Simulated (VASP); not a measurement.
# TaS2 (P-3m1) in VASP: settings compared

Aim: see how the results for TaS2 move with the level of theory and the settings. Levels: AM05, TB-mBJ. Tasks: band structure.

All numbers are computed with VASP 6.6.1; they aren't measurements. Logs are shortened: lines on timing, memory, paths and dates and some standing lists are left out, and cuts for length are marked.

## 1. The structure

Symmetry: P-3m1, No. 164, trigonal system. The conventional cell has a = 3.350 Å, b = 3.350 Å, c = 5.860 Å, α = 90.00°, β = 90.00°, γ = 120.00°. Ta (site symmetry -3m) has 6 S at 2.43 Å as nearest neighbours. S (site symmetry 3m) is surrounded by 3 Ta at 2.43 Å.

## 2. Band structure, AM05

INCAR reads:

```
SYSTEM = TaS2
  PREC = Accurate
  ENCUT = 520
  EDIFF = 1E-6
  ISMEAR = -1
  SIGMA = 0.05
  LREAL = .False.
  LASPH = .True.
  NELM = 100
  ALGO = Normal
  ISIF = 2
  LWAVE = .False.
  LCHARG = .False.
  LMAXMIX = 4
  GGA = AM
```

KPOINTS reads:

```
Automatic mesh
0
Gamma
  9 9 5
  0 0 0
```

POSCAR reads:

```
TaS2
1.0
    3.3500000000      0.0000000000      0.0000000000
   -1.6750000000      2.9011851027      0.0000000000
    0.0000000000      0.0000000000      5.8600000000
Ta S
1 2
Direct
    0.0000000000      0.0000000000      0.0000000000
    0.6666666667      0.3333333333      0.7500000000
    0.3333333333      0.6666666667      0.2500000000
```

KPOINTS_OPT reads:

```
path GMKGALHA,LM,KH
15
line-mode
reciprocal
 0.0000000000  0.0000000000  0.0000000000  G
 0.5000000000  0.0000000000  0.0000000000  M

 0.5000000000  0.0000000000  0.0000000000  M
 0.3333333333  0.3333333333  0.0000000000  K

 0.3333333333  0.3333333333  0.0000000000  K
 0.0000000000  0.0000000000  0.0000000000  G

 0.0000000000  0.0000000000  0.0000000000  G
 0.0000000000  0.0000000000  0.5000000000  A

 0.0000000000  0.0000000000  0.5000000000  A
 0.5000000000  0.0000000000  0.5000000000  L

 0.5000000000  0.0000000000  0.5000000000  L
 0.3333333333  0.3333333333  0.5000000000  H

 0.3333333333  0.3333333333  0.5000000000  H
 0.0000000000  0.0000000000  0.5000000000  A

 0.5000000000  0.0000000000  0.5000000000  L
 0.5000000000  0.0000000000  0.0000000000  M

 0.3333333333  0.3333333333  0.0000000000  K
 0.3333333333  0.3333333333  0.5000000000  H
```

Potentials or basis: VASP PAW PBE potentials, release 64 (Ta_pv, S).

The run is started by

```bash
cat potpaw_PBE.64/Ta_pv/POTCAR potpaw_PBE.64/S/POTCAR > POTCAR
mpirun -np 1 vasp_std > vasp.out
```

OUTCAR:

```text
SYSTEM = TaS2
   PREC = Accurate
   ENCUT = 520
   EDIFF = 1E-6
   ISMEAR = -1
   LREAL = .False.
   LASPH = .True.
   NELM = 100
   ISIF = 2
   GGA = AM

 ion  position               nearest neighbor table
   1  0.000  0.000  0.000-   2 2.43   3 2.43   2 2.43   3 2.43   2 2.43   3 2.43
   2  0.667  0.333  0.750-   1 2.43   1 2.43   1 2.43
   3  0.333  0.667  0.250-   1 2.43   1 2.43   1 2.43

  LATTYP: Found a hexagonal cell.
 ALAT       =     3.3500000000
 C/A-ratio  =     1.7492537313

  Lattice vectors:

 A1 = (   3.3500000000,   0.0000000000,   0.0000000000)
 A2 = (  -1.6750000000,   2.9011851027,   0.0000000000)
 A3 = (   0.0000000000,   0.0000000000,   5.8600000000)

Analysis of symmetry for initial positions (statically):
=====================================================================
 Subroutine PRICEL returns:
 Original cell was already a primitive cell.

 Routine SETGRP: Setting up the symmetry group for a
 hexagonal supercell.

 Subroutine GETGRP returns: Found 12 space group operations
 (whereof 12 operations were pure point group operations)
 out of a pool of 24 trial point group operations.

The static configuration has the point symmetry D_3d.

Analysis of symmetry for dynamics (positions and initial velocities):
=====================================================================
 Subroutine PRICEL returns:
 Original cell was already a primitive cell.

 Routine SETGRP: Setting up the symmetry group for a
 hexagonal supercell.

 Subroutine GETGRP returns: Found 12 space group operations
 (whereof 12 operations were pure point group operations)
 out of a pool of 24 trial point group operations.

The dynamic configuration has the point symmetry D_3d.

 Subroutine INISYM returns: Found 12 space group operations
 (whereof 12 operations are pure point group operations),
 and found     1 'primitive' translations

----------------------------------------------------------------------------------------

                                     Primitive cell

  volume of cell :      56.9532

  direct lattice vectors                    reciprocal lattice vectors
     3.350000000  0.000000000  0.000000000     0.298507463  0.172343364  0.000000000
    -1.675000000  2.901185103  0.000000000     0.000000000  0.344686728  0.000000000
     0.000000000  0.000000000  5.860000000     0.000000000  0.000000000  0.170648464

  length of vectors
     3.350000000  3.350000000  5.860000000     0.344686728  0.344686728  0.170648464

  position of ions in fractional coordinates (direct lattice)
     0.000000000  0.000000000  0.000000000
     0.666666667  0.333333333  0.750000000
     0.333333333  0.666666667  0.250000000

  ion indices of the primitive-cell ions
   primitive index   ion index
                 1           1
                 2           2
                 3           3

----------------------------------------------------------------------------------------

 KPOINTS: Automatic mesh

Automatic generation of k-mesh.
 Grid dimensions read from file:
 generate k-points for:    9    9    5

 Generating k-lattice:

  Cartesian coordinates                     Fractional coordinates (reciprocal lattice)
     0.033167496  0.019149263  0.000000000     0.111111111 -0.000000000  0.000000000
     0.000000000  0.038298525  0.000000000     0.000000000  0.111111111  0.000000000
     0.000000000  0.000000000  0.034129693     0.000000000  0.000000000  0.200000000

  Length of vectors
     0.038298525  0.038298525  0.034129693

  Shift w.r.t. Gamma in fractional coordinates (k-lattice)
     0.000000000  0.000000000  0.000000000

 Subroutine IBZKPT returns following result:
 ===========================================

 Found     50 irreducible k-points:

 Following reciprocal coordinates:
            Coordinates               Weight
  0.000000  0.000000  0.000000      1.000000
  0.111111  0.000000  0.000000      6.000000
  0.222222  0.000000  0.000000      6.000000
  0.333333  0.000000  0.000000      6.000000
  0.444444  0.000000  0.000000      6.000000
  0.111111  0.111111  0.000000      6.000000
[... 42 lines left out ...]
 -0.222222 -0.444444  0.400000     12.000000
  0.333333  0.333333  0.400000      4.000000
   k-points           NKPTS =     50   k-points in BZ     NKDIM =     50   number of bands    NBANDS=     15
   number of dos      NEDOS =    301   number of ions     NIONS =      3
   total plane-waves  NPLWV =  37632
   dimension x,y,z NGX =    28 NGY =   28 NGZ =   48
   dimension x,y,z NGXF=    56 NGYF=   56 NGZF=   96
   ions per type =               1   2
   NGX,Y,Z   is equivalent  to a cutoff of  13.90, 13.90, 13.62 a.u.
   NGXF,Y,Z  is equivalent  to a cutoff of  27.79, 27.79, 27.23 a.u.
 SYSTEM =  TaS2
   PREC   = accura    normal or accurate (medium, high low for compatibility)
   ISTART =      0    job   : 0-new  1-cont  2-samecut
   ICHARG =      2    charge: 1-file 2-atom 10-const
   ISPIN  =      1    spin polarized calculation?
   LNONCOLLINEAR =      F non collinear calculations
   LSORBIT =      F    spin-orbit coupling
   LASPH  =      T    aspherical Exc in radial PAW
   ENCUT  =  520.0 eV  38.22 Ry    6.18 a.u.   6.23  6.23 10.90*2*pi/ulx,y,z
   NELM   =    100;   NELMIN=  2; NELMDL= -5     # of ELM steps
   EDIFF  = 0.1E-05   stopping-criterion for ELM
   LREAL  =      F    real-space projection
   EDIFFG = 0.1E-04   stopping-criterion for IOM
   NSW    =      0    number of steps for IOM
   IBRION =     -1    ionic relax: 0-MD 1-quasi-New 2-CG
   NFREE  =      0    steps in history (QN), initial steepest desc. (CG)
   ISIF   =      2    stress and relaxation
   ISYM   =      2    0-nonsym 1-usesym 2-fastsym
   POTIM  = 0.5000    time-step for ionic-motion
   TEBEG  =    0.0;   TEEND  =   0.0 temperature during run
   PSTRESS=    0.0 pullay stress
   NELECT =      23.0000    total number of electrons
   NUPDOWN=      -1.0000    fix difference up-down
   EMIN   =  10.00;   EMAX   =-10.00  energy-range for DOS
   EFERMI =   0.00;   METHOD = LEGACY
   ISMEAR =    -1;   SIGMA  =   0.05  broadening in eV -4-tet -1-fermi 0-gaus
   EFERMI_NEDOS =   21; number of points for ismear=-14 and -15
   IALGO  =     38    algorithm
   IMIX   =      4    mixing-type and parameters
     AMIX     =   0.40;   BMIX     =  1.00
     AMIX_MAG =   1.60;   BMIX_MAG =  1.00
  volume/ion in A,a.u.               =      18.98       128.11
  Fermi-wavevector in a.u.,A,eV,Ry     =   1.210073  2.286706 19.922686  1.464276
  Thomas-Fermi vector in A             =   2.345631
   LORBIT       =      0    0 simple, 1 ext, 2 COOP (PROOUT), +10 PAW based schemes
   GGA     = AM    functional components
   LHFCALC =     F    Hartree Fock is set to
   AEXX    =    0.0000 exact exchange contribution
   IVDW    =     0    specifies the selected vdW correction
   LEPSILON=     F    determine dielectric tensor
   LRPA    =     F    only Hartree local field effects (RPA)
 non-spin polarized calculation
  energy-cutoff  :      520.00
  volume of cell :       56.95
 maximum number of plane-waves:      1569
 NGX is ok and might be reduce to    28
   NGX = 13   NGY = 13   NGZ = 21

 number of electron      22.9999999 magnetization

 Free energy of the ion-electron system (eV)
  ---------------------------------------------------
  ext. energy  EPLUGINS =         0.00000000
  ---------------------------------------------------
  free energy    TOTEN  =       -23.76908096 eV

  energy without entropy =      -23.75399578  energy(sigma->0) =      -23.76153837

 E-fermi :   5.5830     XC(G=0): -10.5977

 val. band max:        5.5745440548   @ k =   0.2222   0.1111   0.0000
 cond. band min:       5.5842271602   @ k =   0.0000   0.0000   0.4000
 fundamental gap:      0.0096831054
 Fermi energy:         5.5830450074

 k-point     1 :       0.0000    0.0000    0.0000
  band No.  band energies     occupation
      1     -29.6357      2.00000
      2     -29.6097      2.00000
      3     -29.6097      2.00000
      4      -9.5164      2.00000
      5      -7.4013      2.00000
      6      -1.4149      2.00000
      7       1.3400      2.00000
      8       1.3400      2.00000
      9       4.2874      2.00000
     10       4.8415      2.00000
     11       4.8415      2.00000
     12       5.6106      0.73151
     13       5.6106      0.73151
     14       5.8557      0.00853
     15       9.7036      0.00000

 k-point     2 :       0.1111    0.0000    0.0000
  band No.  band energies     occupation
      1     -29.6462      2.00000
      2     -29.6287      2.00000
      3     -29.6180      2.00000
      4      -9.3217      2.00000
      5      -7.4107      2.00000
      6      -1.1844      2.00000
      7       1.0407      2.00000
      8       1.4426      2.00000
      9       3.5483      2.00000
     10       4.1637      2.00000
     11       4.3959      2.00000
     12       5.6071      0.76359
     13       6.3250      0.00000
     14       6.3417      0.00000
     15       9.3323      0.00000

 k-point     3 :       0.2222    0.0000    0.0000
  band No.  band energies     occupation
      1     -29.7373      2.00000
      2     -29.6388      2.00000
      3     -29.6110      2.00000
      4      -8.7938      2.00000
      5      -7.4309      2.00000
      6      -0.5705      2.00000
      7       0.6064      2.00000
      8       1.6280      2.00000
      9       1.7110      2.00000
     10       3.5066      2.00000
     11       4.0296      2.00000
     12       5.2370      1.99803
     13       7.0198      0.00000
     14       7.0610      0.00000
     15       9.7103      0.00000

 k-point     4 :       0.3333    0.0000    0.0000
  band No.  band energies     occupation
      1     -29.8387      2.00000
      2     -29.6624      2.00000
      3     -29.5908      2.00000
      4      -8.1398      2.00000
      5      -7.4027      2.00000
      6      -0.3916      2.00000
      7       0.4434      2.00000
      8       0.8076      2.00000
      9       1.6343      2.00000
     10       3.0145      2.00000
     11       3.3009      2.00000
     12       4.9350      2.00000
     13       7.5636      0.00000
     14       7.8141      0.00000
     15      10.4082      0.00000
[... 595 lines left out ...]
 k-point    38 :       0.0000    0.3333    0.4000
  band No.  band energies     occupation
      1     -29.8387      2.00000
      2     -29.6624      2.00000
      3     -29.5909      2.00000
      4      -8.0848      2.00000
      5      -7.4529      2.00000
      6      -0.6561      2.00000
      7       0.1076      2.00000
      8       1.4744      2.00000
      9       1.5328      2.00000
     10       3.4272      2.00000
     11       3.4863      2.00000
     12       4.6293      2.00000
     13       7.6616      0.00000
     14       8.1717      0.00000
     15       9.9116      0.00000

 k-point    39 :       0.4444    0.0000    0.4000
  band No.  band energies     occupation
      1     -29.9038      2.00000
      2     -29.6778      2.00000
      3     -29.5776      2.00000
      4      -7.8669      2.00000
      5      -7.0907      2.00000
      6      -1.3404      2.00000
      7       0.3380      2.00000
      8       1.2988      2.00000
      9       1.4143      2.00000
     10       2.9515      2.00000
     11       3.5648      2.00000
     12       4.5354      2.00000
     13       7.9923      0.00000
     14       8.3792      0.00000
     15      10.2376      0.00000

 k-point    40 :       0.0000    0.4444    0.4000
  band No.  band energies     occupation
      1     -29.9038      2.00000
      2     -29.6778      2.00000
      3     -29.5776      2.00000
      4      -7.9096      2.00000
      5      -7.0247      2.00000
      6      -1.3995      2.00000
      7       0.1664      2.00000
      8       1.3854      2.00000
      9       1.4020      2.00000
     10       3.3344      2.00000
     11       3.5977      2.00000
     12       4.3695      2.00000
     13       7.9767      0.00000
     14       8.4566      0.00000
     15      10.1839      0.00000

 [... further k-points ...]

------------------------ aborting loop because EDIFF is reached ----------------------------------------

  FORCE on cell =-STRESS in cart. coord.  units (eV):
  Direction    XX          YY          ZZ          XY          YZ          ZX
  --------------------------------------------------------------------------------------
  -------------------------------------------------------------------------------------
  Total        0.8181642      0.8181642      3.0646692      0.0000000      0.0000000      0.0000000
  in kB       23.0161765     23.0161765     86.2137084      0.0000000      0.0000000      0.0000000
  external PRESSURE =      44.0820205 kB  Pullay stress =       0.0000000 kB

 VOLUME and BASIS-vectors are now :
 -----------------------------------------------------------------------------
  energy-cutoff  :      520.00
  volume of cell :       56.95
      direct lattice vectors                 reciprocal lattice vectors
     3.350000000  0.000000000  0.000000000     0.298507463  0.172343364  0.000000000
    -1.675000000  2.901185103  0.000000000     0.000000000  0.344686728  0.000000000
     0.000000000  0.000000000  5.860000000     0.000000000  0.000000000  0.170648464

 POSITION                                       TOTAL-FORCE (eV/Angst)
 -----------------------------------------------------------------------------------
      0.00000      0.00000      0.00000        -0.000000      0.000000      0.000000
      1.67500      0.96706      4.39500        -0.000000      0.000000     -0.906040
     -0.00000      1.93412      1.46500         0.000000     -0.000000      0.906040
 -----------------------------------------------------------------------------------
    total drift:                               -0.000000     -0.000000     -0.000000

  FREE ENERGIE OF THE ION-ELECTRON SYSTEM (eV)
  ---------------------------------------------------
  free  energy   TOTEN  =       -23.7690809599 eV

  energy  without entropy=      -23.7539957833  energy(sigma->0) =      -23.76153837
```

It took 98 s on 1 thread of Intel Xeon Platinum 8488C (Sapphire Rapids), shared host; peak memory 0.21 GiB.

What came out:

```
Free energy             : -23.7691 eV
Pressure                : 4.4 GPa
Largest force           : 0.906 eV/Å
Band gap along the path : none (metal or under the smearing width)
```

Forces on the atoms (eV/Å):
```
Ta   0.000  0.000  0.000
S    0.000  0.000 -0.906
S    0.000  0.000  0.906
```

Levels at the corners of the path, in eV from the Fermi level:
| point | band 7 | band 8 | band 9 | band 10 | band 11 | band 12 | band 13 | band 14 | band 15 |
| --- | --- | --- | --- | --- | --- | --- | --- | --- | --- |
| Γ | -4.24 | -4.24 | -1.30 | -0.74 | -0.74 | 0.03 | 0.03 | 0.27 | 4.12 |
| M | -4.64 | -4.50 | -4.08 | -3.44 | -2.23 | -0.81 | 2.46 | 3.00 | 4.53 |
| M | -4.64 | -4.50 | -4.08 | -3.44 | -2.23 | -0.81 | 2.46 | 3.00 | 4.53 |
| K | -5.51 | -5.51 | -3.80 | -3.80 | -3.17 | 1.16 | 2.15 | 2.15 | 4.22 |
| K | -5.51 | -5.51 | -3.80 | -3.80 | -3.17 | 1.16 | 2.15 | 2.15 | 4.22 |
| Γ | -4.24 | -4.24 | -1.30 | -0.74 | -0.74 | 0.03 | 0.03 | 0.27 | 4.12 |
| Γ | -4.24 | -4.24 | -1.30 | -0.74 | -0.74 | 0.03 | 0.03 | 0.27 | 4.12 |
| A | -4.21 | -4.21 | -3.52 | -0.88 | -0.88 | 0.00 | 0.00 | 1.24 | 4.54 |
| A | -4.21 | -4.21 | -3.52 | -0.88 | -0.88 | 0.00 | 0.00 | 1.24 | 4.54 |
| L | -5.27 | -4.38 | -4.21 | -2.22 | -1.95 | -1.26 | 2.45 | 2.99 | 4.44 |
| L | -5.27 | -4.38 | -4.21 | -2.22 | -1.95 | -1.26 | 2.45 | 2.99 | 4.44 |
| H | -5.59 | -5.48 | -3.77 | -3.53 | -3.53 | 1.25 | 1.47 | 1.47 | 5.13 |
| H | -5.59 | -5.48 | -3.77 | -3.53 | -3.53 | 1.25 | 1.47 | 1.47 | 5.13 |
| A | -4.21 | -4.21 | -3.52 | -0.88 | -0.88 | 0.00 | 0.00 | 1.24 | 4.54 |
| L | -5.27 | -4.38 | -4.21 | -2.22 | -1.95 | -1.26 | 2.45 | 2.99 | 4.44 |
| M | -4.64 | -4.50 | -4.08 | -3.44 | -2.23 | -0.81 | 2.46 | 3.00 | 4.53 |
| K | -5.51 | -5.51 | -3.80 | -3.80 | -3.17 | 1.16 | 2.15 | 2.15 | 4.22 |
| H | -5.59 | -5.48 | -3.77 | -3.53 | -3.53 | 1.25 | 1.47 | 1.47 | 5.13 |

Caveat: the PAW data sets were made with another functional, which shifts forces and pressure a little; spin-orbit coupling is left out, which moves the levels of the heavy elements; this functional lacks dispersion, which binds the layers, so the pressure and a relaxed spacing across them are unreliable.

## 3. Band structure, TB-mBJ, spin-orbit coupling, no magnetisation

POSCAR is that of step 2.

INCAR.step1 reads:

```
SYSTEM = TaS2
PREC = Accurate ; ENCUT = 520
EDIFF = 1E-5 ; ISMEAR = -1
SIGMA = 0.05 ; LREAL = .FALSE.
LASPH = .TRUE. ; NELM = 80
ALGO = Normal ; ISIF = 2
LWAVE = .TRUE. ; LCHARG = .FALSE.
LNONCOLLINEAR = .TRUE. ; MAGMOM = 0 0 0 0 0 0 0 0 0
LORBIT = 11 ; LSORBIT = .TRUE.
GGA_COMPAT = .FALSE. ; LMAXMIX = 4
GGA = PE
```

INCAR.step2 reads:

```
SYSTEM = TaS2
PREC = Accurate ; ENCUT = 520
EDIFF = 1E-7 ; ISMEAR = -1
SIGMA = 0.05 ; LREAL = .FALSE.
LASPH = .TRUE. ; NELM = 80
ALGO = Normal ; ISIF = 2
LWAVE = .FALSE. ; LCHARG = .FALSE.
LNONCOLLINEAR = .TRUE. ; MAGMOM = 0 0 0 0 0 0 0 0 0
LORBIT = 11 ; LSORBIT = .TRUE.
GGA_COMPAT = .FALSE. ; LMAXMIX = 4
METAGGA = MBJ ; ISTART = 1
```

KPOINTS reads:

```
regular mesh
0
G
  7 7 4
  0 0 0
```

KPOINTS_OPT: that of step 2 with these lines changed.

```diff
@@ -1,3 +1,3 @@
 path GMKGALHA,LM,KH
-15
+10
 line-mode
```

Potentials or basis: VASP PAW PBE potentials, release 64 (Ta_pv, S).

The run is started by

```bash
cat potpaw_PBE.64/Ta_pv/POTCAR potpaw_PBE.64/S/POTCAR > POTCAR
cp INCAR.step1 INCAR
mpirun -np 1 vasp_ncl > vasp.out
cp INCAR.step2 INCAR
mpirun -np 1 vasp_ncl > vasp.out
```

Run time: 28 min. Hardware: 1 thread of Intel Xeon Platinum 8488C (Sapphire Rapids), shared host; peak memory 0.41 GiB.

The run converged. Its results:

| Property | Result |
| --- | --- |
| Valence electrons inside the program's atomic spheres | Ta 8.75; S 3.99 |

Caveat: the PAW data sets were made with another functional, which shifts forces and pressure a little.

## 4. The reference run

An earlier run on the cell as given: functional PBE; potentials or basis VASP PAW PBE potentials, release 64 (Ta_pv, S); cutoff 520 eV; k mesh 9 × 9 × 5; occupations fermi-dirac, width 0.05 eV; no spin polarisation.

* Pressure: 9.2 GPa
* Largest force: 1.243 eV/Å
* Band gap on the k mesh: none (metal or under the smearing width)

## 5. The runs side by side

```tsv
task	level	spin	k mesh	pressure (GPa)	largest force (eV/Å)
band structure	AM05	off	9 × 9 × 5	4.4	0.91
band structure	TB-mBJ	SOC, no magnetisation	7 × 7 × 4	-	-
single point	PBE	off	9 × 9 × 5	9.2	1.24
```

Alike in all rows: potentials or basis VASP PAW PBE potentials, release 64 (Ta_pv, S); cell as given; cutoff (eV) 520; smearing fermi-dirac 0.05 eV.

Caveats: the PAW data sets were made with another functional, which shifts forces and pressure a little (some runs); this functional lacks dispersion, which binds the layers, so the pressure and a relaxed spacing across them are unreliable (some runs); spin-orbit coupling is left out, which moves the levels of the heavy elements (some runs); forces of over 1 eV/Å show positions far from the minimum, so gaps and moduli don't describe the material at rest (some runs).

Absolute energies hang on the potentials; compare differences alone.
